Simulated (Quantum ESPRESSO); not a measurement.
# CdS (Hawleyite) (F-43m) in Quantum ESPRESSO: notebook

The runs below take CdS (Hawleyite) through relaxation of cell and atoms, with LDA.

Everything below comes from runs of Quantum ESPRESSO 7.5. Logs are shortened: lines on timing, memory, paths and dates and some standing lists are left out, and cuts for length are marked.

### 1 Starting point

Symmetry: F-43m, No. 216, cubic system. The conventional cell has a = 5.833 Å, b = 5.833 Å, c = 5.833 Å, α = 90.00°, β = 90.00°, γ = 90.00°. Cd (site symmetry -43m) is surrounded by 4 S at 2.53 Å. Around S (site symmetry -43m) lie 4 Cd at 2.53 Å.

### 2 Relaxation of cell and atoms, LDA, target pressure 20 GPa, at which the enthalpy is minimised

The input, pw.in:

```
&CONTROL
  calculation = 'vc-relax'
  prefix = 'pwscf'
  outdir = './tmp'
  pseudo_dir = './pseudo'
  tprnfor = .true.
  tstress = .true.
  disk_io = 'low'
  nstep = 40
  forc_conv_thr = 0.0004
  etot_conv_thr = 1d-05
/
&SYSTEM
  ibrav = 0
  nat = 2
  ntyp = 2
  ecutwfc = 69
  ecutrho = 552
  nbnd = 15
  input_dft = 'pz'
  occupations = 'smearing'
  smearing = 'fd'
  degauss = 0.00367493
/
&ELECTRONS
  conv_thr = 4d-10
  electron_maxstep = 120
  mixing_beta = 0.5
/
&IONS
  ion_dynamics = 'bfgs'
/
&CELL
  cell_dynamics = 'bfgs'
  press = 200
  press_conv_thr = 0.3
/
ATOMIC_SPECIES
Cd   112.4140 Cd.pbe-dn-rrkjus_psl.0.3.1.UPF
S     32.0600 s_pbe_v1.4.uspp.F.UPF
CELL_PARAMETERS bohr
   0.0000000000    5.5113862425    5.5113862425
   5.5113862425    0.0000000000    5.5113862425
   5.5113862425    5.5113862425    0.0000000000
ATOMIC_POSITIONS bohr
Cd     0.0000000000    0.0000000000    0.0000000000
S      8.2670793637    8.2670793637    8.2670793637
K_POINTS automatic
8 8 8 0 0 0
```

Potentials or basis: SSSP 1.3 efficiency PBE.

Launch:

```sh
$ OMP_NUM_THREADS=1 pw.x -in pw.in > pw.out
```

pw.out:

```text
This program is part of the open-source Quantum ESPRESSO suite
     for quantum simulation of materials; please cite
         "P. Giannozzi et al., J. Phys.:Condens. Matter 21 395502 (2009);
         "P. Giannozzi et al., J. Phys.:Condens. Matter 29 465901 (2017);
         "P. Giannozzi et al., J. Chem. Phys. 152 154105 (2020);
     in publications or presentations arising from this work. More details at

     file Cd.pbe-dn-rrkjus_psl.0.3.1.UPF: wavefunction(s)  4D renormalized

     IMPORTANT: XC functional enforced from input :
     Exchange-correlation= PZ
                           (   1   1   0   0   0   0   0)
     Any further DFT definition will be discarded
     Please, verify this is what you really want

     Message from routine setup:
     using ibrav=0 with symmetry is DISCOURAGED, use correct ibrav instead

     G-vector sticks info
     --------------------
     sticks:   dense  smooth     PW     G-vecs:    dense   smooth      PW
     Sum        2299    1159    349                73001    25893    4279

     Using Slab Decomposition

     bravais-lattice index     =            0
     lattice parameter (alat)  =       7.7943  a.u.
     unit-cell volume          =     334.8209 (a.u.)^3
     number of atoms/cell      =            2
     number of atomic types    =            2
     number of electrons       =        18.00
     number of Kohn-Sham states=           15
     kinetic-energy cutoff     =      69.0000  Ry
     charge density cutoff     =     552.0000  Ry
     scf convergence threshold =      4.0E-10
     mixing beta               =       0.5000
     number of iterations used =            8  plain     mixing
     energy convergence thresh.=      1.0E-05
     force convergence thresh. =      4.0E-04
     press convergence thresh. =      3.0E-01
     Exchange-correlation= PZ
                           (   1   1   0   0   0   0   0)
     nstep                     =           40

     celldm(1)=   7.794277  celldm(2)=   0.000000  celldm(3)=   0.000000
     celldm(4)=   0.000000  celldm(5)=   0.000000  celldm(6)=   0.000000

     crystal axes: (cart. coord. in units of alat)
               a(1) = (   0.000000   0.707107   0.707107 )
               a(2) = (   0.707107   0.000000   0.707107 )
               a(3) = (   0.707107   0.707107   0.000000 )

     reciprocal axes: (cart. coord. in units 2 pi/alat)
               b(1) = ( -0.707107  0.707107  0.707107 )
               b(2) = (  0.707107 -0.707107  0.707107 )
               b(3) = (  0.707107  0.707107 -0.707107 )

     PseudoPot. # 1 for Cd read from file:
     Cd.pbe-dn-rrkjus_psl.0.3.1.UPF
     Pseudo is Ultrasoft + core correction, Zval = 12.0
     Generated using "atomic" code by A. Dal Corso  v.5.0.99 svn rev. 10869
     Using radial grid of 1239 points,  6 beta functions with:
                l(1) =   0
                l(2) =   0
                l(3) =   1
                l(4) =   1
                l(5) =   2
                l(6) =   2
     Q(r) pseudized with 0 coefficients

     PseudoPot. # 2 for S  read from file:
     s_pbe_v1.4.uspp.F.UPF
     Pseudo is Ultrasoft + core correction, Zval =  6.0
     Generated by new atomic code, or converted to UPF format
     Using radial grid of  907 points,  6 beta functions with:
                l(1) =   0
                l(2) =   0
                l(3) =   1
                l(4) =   1
                l(5) =   2
                l(6) =   2
     Q(r) pseudized with  8 coefficients,  rinner =    1.300   1.300   1.300
                                                       1.300   1.300

     atomic species   valence    mass     pseudopotential
     Cd               12.00   112.41400     Cd( 1.00)
     S                 6.00    32.06000     S ( 1.00)

     24 Sym. Ops. (no inversion) found

   Cartesian axes

     site n.     atom                  positions (alat units)
         1        Cd     tau(   1) = (   0.0000000   0.0000000   0.0000000  )
         2        S      tau(   2) = (   1.0606602   1.0606602   1.0606602  )

     number of k points=    29  Fermi-Dirac smearing, width (Ry)=  0.0037
                       cart. coord. in units 2pi/alat
        k(    1) = (   0.0000000   0.0000000   0.0000000), wk =   0.0039062
        k(    2) = (   0.0883883   0.0883883  -0.0883883), wk =   0.0312500
        k(    3) = (   0.1767767   0.1767767  -0.1767767), wk =   0.0312500
        k(    4) = (   0.2651650   0.2651650  -0.2651650), wk =   0.0312500
        k(    5) = (  -0.3535534  -0.3535534   0.3535534), wk =   0.0156250
        k(    6) = (   0.1767767   0.0000000   0.0000000), wk =   0.0234375
[... 21 lines left out ...]
        k(   28) = (  -0.7071068   0.1767767  -0.0000000), wk =   0.0468750
        k(   29) = (  -0.7071068   0.3535534   0.0000000), wk =   0.0234375

     Dense  grid:    73001 G-vectors     FFT dimensions: (  60,  60,  60)

     Smooth grid:    25893 G-vectors     FFT dimensions: (  45,  45,  45)

     Initial potential from superposition of free atoms

     starting charge      17.9951, renormalised to      18.0000
     Starting wfcs are   13 randomized atomic wfcs +    2 random wfcs

     Self-consistent Calculation

     iteration #  1     ecut=    69.00 Ry     beta= 0.50
     Davidson diagonalization with overlap
     ethr =  1.00E-02,  avg # of iterations =  5.8

     Threshold (ethr) on eigenvalues was too large:
     Diagonalizing with lowered threshold

     Davidson diagonalization with overlap
     ethr =  2.80E-04,  avg # of iterations =  3.8

     total energy              =    -145.83999524 Ry
     estimated scf accuracy    <       0.05110899 Ry

     iteration #  2     ecut=    69.00 Ry     beta= 0.50
     Davidson diagonalization with overlap
     ethr =  2.84E-04,  avg # of iterations =  2.0
[... 214 lines left out ...]
     atom    1 type  1   force =    -0.00000000   -0.00000000    0.00000000
     atom    2 type  2   force =     0.00000000    0.00000000    0.00000000

     Total force =     0.000000     Total SCF correction =     0.000000

     Computing stress (Cartesian axis) and pressure

          total   stress  (Ry/bohr**3)                   (kbar)     P=      -20.18
  -0.00013718  -0.00000000  -0.00000000          -20.18       -0.00       -0.00
  -0.00000000  -0.00013718   0.00000000           -0.00      -20.18        0.00
  -0.00000000   0.00000000  -0.00013718           -0.00        0.00      -20.18

     BFGS Geometry Optimization
     Energy error            =      6.0E-02 Ry
     Gradient error          =      3.0E-27 Ry/Bohr
     Cell gradient error     =      2.2E+02 kbar

     number of scf cycles    =   1
     number of bfgs steps    =   0

     enthalpy           new  =    -145.3942845169 Ry

     new trust radius        =       0.1369384155 bohr
     new conv_thr            =       0.0000000004 Ry

     new unit-cell volume =    298.62404 a.u.^3 (    44.25152 Ang^3 )
     density =      5.42139 g/cm^3

CELL_PARAMETERS (bohr)
   0.000000000   5.305157174   5.305157174
   5.305157174  -0.000000000   5.305157174
   5.305157174   5.305157174  -0.000000000
[... 963 lines left out ...]
    -4.9131  -0.2362   0.0608   0.0608   0.5580   0.6389   4.1790   5.9346
     5.9346  11.4967  12.8097  17.5106  18.5752  18.5752  20.2768

          k =-0.0952-0.6662 0.6662 (  3255 PWs)   bands (ev):

    -4.8167  -0.2088   0.1166   0.1385   0.5548   1.0495   3.4666   5.3070
     5.7982  11.7148  13.0872  17.5141  18.5278  19.7435  21.0797

          k =-0.0000-0.5710 0.5710 (  3238 PWs)   bands (ev):

    -4.8050  -0.1863   0.0681   0.2218   0.4939   1.3902   3.1127   4.6663
     6.1065  12.1972  14.1571  17.1349  17.5544  18.8091  20.5813

          k =-0.7614-0.0000-0.0000 (  3250 PWs)   bands (ev):

    -4.7840  -0.2404   0.1774   0.1774   0.5835   1.0775   3.2832   5.5646
     5.5646  11.2779  12.6128  18.4570  20.2630  20.2630  20.3379

          k = 0.3807 0.1903 0.0000 (  3241 PWs)   bands (ev):

    -5.1669  -0.2726  -0.2053  -0.0559   0.3878   0.5093   4.9885   6.3136
     7.3057  12.5653  13.5902  15.0104  16.4506  17.9385  20.5410

          k =-0.2855-0.4758 0.6662 (  3242 PWs)   bands (ev):

    -4.9721  -0.2014  -0.1435   0.2135   0.4670   0.7645   3.6411   5.7343
     6.8273  13.0063  13.9635  15.0106  16.7804  18.8876  21.3769

          k =-0.1903-0.3807 0.5710 (  3238 PWs)   bands (ev):

    -4.8931  -0.1969  -0.1090   0.3343   0.4566   1.2255   2.7445   5.6316
     6.5701  13.0619  13.8081  15.7795  16.9627  19.2890  20.8420
[... 292 lines left out ...]
     Total force =     0.000000     Total SCF correction =     0.000000

     Computing stress (Cartesian axis) and pressure

          total   stress  (Ry/bohr**3)                   (kbar)     P=      200.00
   0.00135956   0.00000000   0.00000000          200.00        0.00        0.00
   0.00000000   0.00135956   0.00000000            0.00      200.00        0.00
   0.00000000   0.00000000   0.00135956            0.00        0.00      200.00

     Energy error            =      2.7E-07 Ry
     Gradient error          =      0.0E+00 Ry/Bohr
     Cell gradient error     =      1.8E-03 kbar

     bfgs converged in   6 scf cycles and   5 bfgs steps
     (criteria: energy <  1.0E-05 Ry, force <  4.0E-04 Ry/Bohr, cell <  3.0E-01 kbar)

     End of BFGS Geometry Optimization

     Final enthalpy           =    -145.4537985653 Ry

Begin final coordinates
     new unit-cell volume =    268.10681 a.u.^3 (    39.72933 Ang^3 )
     density =      6.03848 g/cm^3

CELL_PARAMETERS (bohr)
  -0.000000000   5.117909669   5.117909669
   5.117909669  -0.000000000   5.117909669
   5.117909669   5.117909669  -0.000000000

ATOMIC_POSITIONS (bohr)
Cd              -0.0000000000       -0.0000000000        0.0000000000
S                7.6768645028        7.6768645028        7.6768645028
End final coordinates

     Final scf calculation at the relaxed structure.
     The G-vectors are recalculated for the final unit cell
     Results may differ from those at the preceding step.

     G-vector sticks info
     --------------------
     sticks:   dense  smooth     PW     G-vecs:    dense   smooth      PW
     Sum        1993    1003    301                58767    20827    3479

     Using Slab Decomposition

     bravais-lattice index     =            0
     lattice parameter (alat)  =       7.7943  a.u.
     unit-cell volume          =     268.1068 (a.u.)^3
     number of atoms/cell      =            2
     number of atomic types    =            2
     number of electrons       =        18.00
     number of Kohn-Sham states=           15
     kinetic-energy cutoff     =      69.0000  Ry
     charge density cutoff     =     552.0000  Ry
     scf convergence threshold =      4.0E-12
     mixing beta               =       0.5000
     number of iterations used =            8  plain     mixing
     press convergence thresh. =      3.0E-01
     Exchange-correlation= PZ
                           (   1   1   0   0   0   0   0)

     celldm(1)=   7.794277  celldm(2)=   0.000000  celldm(3)=   0.000000
     celldm(4)=   0.000000  celldm(5)=   0.000000  celldm(6)=   0.000000

     crystal axes: (cart. coord. in units of alat)
               a(1) = (  -0.000000   0.656624   0.656624 )
               a(2) = (   0.656624  -0.000000   0.656624 )
               a(3) = (   0.656624   0.656624  -0.000000 )

     reciprocal axes: (cart. coord. in units 2 pi/alat)
               b(1) = ( -0.761471  0.761471  0.761471 )
               b(2) = (  0.761471 -0.761471  0.761471 )
               b(3) = (  0.761471  0.761471 -0.761471 )

     PseudoPot. # 1 for Cd read from file:
     Cd.pbe-dn-rrkjus_psl.0.3.1.UPF
     Pseudo is Ultrasoft + core correction, Zval = 12.0
     Generated using "atomic" code by A. Dal Corso  v.5.0.99 svn rev. 10869
     Using radial grid of 1239 points,  6 beta functions with:
                l(1) =   0
                l(2) =   0
                l(3) =   1
                l(4) =   1
                l(5) =   2
                l(6) =   2
     Q(r) pseudized with 0 coefficients

     PseudoPot. # 2 for S  read from file:
     s_pbe_v1.4.uspp.F.UPF
     Pseudo is Ultrasoft + core correction, Zval =  6.0
     Generated by new atomic code, or converted to UPF format
     Using radial grid of  907 points,  6 beta functions with:
                l(1) =   0
                l(2) =   0
                l(3) =   1
                l(4) =   1
                l(5) =   2
                l(6) =   2
     Q(r) pseudized with  8 coefficients,  rinner =    1.300   1.300   1.300
                                                       1.300   1.300

     atomic species   valence    mass     pseudopotential
     Cd               12.00   112.41400     Cd( 1.00)
     S                 6.00    32.06000     S ( 1.00)

     24 Sym. Ops. (no inversion) found

   Cartesian axes

     site n.     atom                  positions (alat units)
         1        Cd     tau(   1) = (  -0.0000000  -0.0000000   0.0000000  )
         2        S      tau(   2) = (   0.9849360   0.9849360   0.9849360  )

     number of k points=    29  Fermi-Dirac smearing, width (Ry)=  0.0037
                       cart. coord. in units 2pi/alat
        k(    1) = (   0.0000000   0.0000000   0.0000000), wk =   0.0039062
        k(    2) = (   0.0951838   0.0951838  -0.0951838), wk =   0.0312500
        k(    3) = (   0.1903677   0.1903677  -0.1903677), wk =   0.0312500
        k(    4) = (   0.2855515   0.2855515  -0.2855515), wk =   0.0312500
        k(    5) = (  -0.3807354  -0.3807354   0.3807354), wk =   0.0156250
        k(    6) = (   0.1903677   0.0000000  -0.0000000), wk =   0.0234375
[... 21 lines left out ...]
        k(   28) = (  -0.7614708   0.1903677  -0.0000000), wk =   0.0468750
        k(   29) = (  -0.7614708   0.3807354   0.0000000), wk =   0.0234375

     Dense  grid:    58767 G-vectors     FFT dimensions: (  60,  60,  60)

     Smooth grid:    20827 G-vectors     FFT dimensions: (  40,  40,  40)

     Initial potential from superposition of free atoms

     starting charge      17.9951, renormalised to      18.0000
     Starting wfcs are   13 randomized atomic wfcs +    2 random wfcs

     Self-consistent Calculation

     iteration #  1     ecut=    69.00 Ry     beta= 0.50
     Davidson diagonalization with overlap
     c_bands:  1 eigenvalues not converged
     c_bands:  1 eigenvalues not converged
     c_bands:  1 eigenvalues not converged
     c_bands:  2 eigenvalues not converged
     c_bands:  1 eigenvalues not converged
     c_bands:  1 eigenvalues not converged
[... 9 lines left out ...]
     c_bands:  2 eigenvalues not converged
     c_bands:  1 eigenvalues not converged
     ethr =  1.00E-06,  avg # of iterations = 19.1
[... 235 lines left out ...]
     atom    1 type  1   force =     0.00000000    0.00000000    0.00000000
     atom    2 type  2   force =     0.00000000    0.00000000    0.00000000

     Total force =     0.000000     Total SCF correction =     0.000000

     Computing stress (Cartesian axis) and pressure

          total   stress  (Ry/bohr**3)                   (kbar)     P=      200.66
   0.00136405  -0.00000000  -0.00000000          200.66       -0.00       -0.00
  -0.00000000   0.00136405  -0.00000000           -0.00      200.66       -0.00
  -0.00000000   0.00000000   0.00136405           -0.00        0.00      200.66

=------------------------------------------------------------------------------=
   JOB DONE.
=------------------------------------------------------------------------------=
```

Wall time 3.9 min (1 thread of Arm Neoverse V2, shared host); peak memory 0.31 GiB.

Results:

- Free energy: -1983.9537 eV
- Relaxed volume: 19.86 Å³/atom
- Relaxed cell: a = 3.830 Å, b = 3.830 Å, c = 3.830 Å, α = 60.00°, β = 60.00°, γ = 60.00°
- Space group after relaxing (to 0.05 Å): F-43m (No. 216)
- Energy change on relaxing (the enthalpy is what falls): +212.2 meV/atom
- Ionic steps: 6
- Pressure after relaxing: 20.1 GPa
- Band gap on the k mesh: 1.21 eV, direct

Step by step:
```tsv
step	energy change (eV)	largest force (eV/Å)	pressure (GPa)	volume (Å³)
1	0.0000	0.0000	-2.02	49.62
2	0.0638	0.0000	6.72	44.25
3	0.6742	0.0000	27.25	38.03
4	0.3897	0.0000	18.93	40.01
5	0.4222	0.0000	19.93	39.75
6	0.4243	0.0000	20.00	39.73
```

Final structure:
```
Cd S
1.0
     0.00000    2.70828    2.70828
     2.70828    0.00000    2.70828
     2.70828    2.70828    0.00000
Cd S
1 1
Direct
  0.00000 0.00000 0.00000
  0.75000 0.75000 0.75000
```

Levels at points of the mesh, in eV from the valence-band top:
```tsv
k point	band 5	band 6	band 7	band 8	band 9	band 10	band 11	band 12	band 13	band 14
(0.00, 0.00, 0.00)	-8.05	-8.05	0.00	0.00	0.00	1.21	6.07	6.07	6.07	11.54
(0.00, 0.00, -0.50)	-7.98	-7.45	-6.18	-1.18	-1.18	2.92	6.65	6.65	7.73	11.47
(0.00, -0.50, -0.50)	-7.88	-7.39	-5.18	-2.90	-2.90	2.82	4.15	10.00	11.80	11.80
```

Caveat: the potentials were made for another functional, which shifts forces and pressure; the volume moved by over 15 % at a fixed basis, so the end points are rough. As with any semilocal functional, this LDA gap is likely too small.

(Part 1 of 2 ends here.)
